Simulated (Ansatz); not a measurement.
Space group P6_3/mmc (No. 194). a = 3.657 Å, b = 3.657 Å, c = 5.674 Å, α = 90.00°, β = 90.00°, γ = 120.00°
```csv
atom,site,symmetry,x,y,z
Y,2c,-6m2,0.3333,0.6667,0.2500
```

Equation of state of this Y structure (not necessarily the ground state), with shape and atoms relaxed at each volume where symmetry leaves them free. It has no gap at any of these volumes. The calculation used DFT PBE, scalar-relativistic, plane waves, PAW (Ansatz 0.2.0).

Plane waves to 420 eV, a k mesh through Γ of 15×15×8 on the computed 2-atom cell and Gaussian smearing (0.10 eV); no spin polarisation.

```csv
V (Å³/atom),E − E(largest V) (meV/atom),P (GPa)
28.917,32.65,6.24
29.903,0.08,4.40
30.889,-21.78,2.76
31.874,-34.06,1.29
32.860,-37.76,-0.01
33.846,-33.84,-1.17
34.832,-23.22,-2.19
36.146,0.00,-3.36
```

Q: Fit a third-order Birch–Murnaghan equation to E(V).

A: V0 = 32.83 Å³/atom, B0 = 41 GPa, B0' = 2.9.